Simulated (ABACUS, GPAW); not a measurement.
**ZnS: 3 runs at one level of theory**

```
CELL_PARAMETERS angstrom
0.00000 2.70200 2.70200
2.70200 0.00000 2.70200
2.70200 2.70200 0.00000
ATOMIC_POSITIONS crystal
Zn 0.75000 0.75000 0.75000
S 0.00000 0.00000 0.00000
```

Alike in all runs: task equation of state; functional PBE; k mesh 7 × 7 × 7; occupations fermi-dirac, width 0.05 eV; no spin polarisation; no spin-orbit coupling.

```json
{"program and potentials": "ABACUS, GBRV ultrasoft 1.5 PBE, plane waves", "plane-wave cutoff (eV)": "544", "notes": "-", "equilibrium volume (Å³/atom)": "20.20", "bulk modulus (GPa)": "69.3"}
{"program and potentials": "GPAW, PAW data sets generated for this functional", "plane-wave cutoff (eV)": "600", "notes": "-", "equilibrium volume (Å³/atom)": "20.18", "bulk modulus (GPa)": "70.0"}
{"program and potentials": "GPAW, GPAW PAW data sets (gpaw-data 1.2.1), newer versions", "plane-wave cutoff (eV)": "600", "notes": "-", "equilibrium volume (Å³/atom)": "20.18", "bulk modulus (GPa)": "70.0"}
```

The equilibrium volume spans 20.18 (GPAW, GPAW PAW data sets (gpaw-data 1.2.1), newer versions) to 20.20 Å³/atom (ABACUS, GBRV ultrasoft 1.5 PBE, plane waves). The bulk modulus spans 69.3 (ABACUS, GBRV ultrasoft 1.5 PBE, plane waves) to 70.0 GPa (GPAW, PAW data sets generated for this functional).

The functional is the same throughout but for its coding, so the spread measures potentials, basis and numerics; runs on potential files found faulty are left out.

The three runs describe practically the same zincblende ZnS: the two GPAW data sets agree to every printed digit, and the ABACUS run gives only a marginally larger and softer crystal. Since the GPAW runs share a code and probably much of their data-set construction, the closer test is their agreement with the ultrasoft result.

The moderate stiffness fits an open tetrahedral network held together by polar covalent bonds between Zn 4s/4p and S 3p states. The filled Zn 3d shell adds little net bonding, though its mixing with S 3p affects the upper valence band.

Compared with experiment, the equilibrium volume is somewhat too large and the bulk modulus too low. This is the familiar underbinding of PBE, whose gradient correction to exchange favours the more inhomogeneous density of a stretched lattice. Agreement between the codes therefore supports the numerical reliability of the PBE equation of state, not its accuracy for the real material. The small energetic preference between zincblende and wurtzite remains untested.
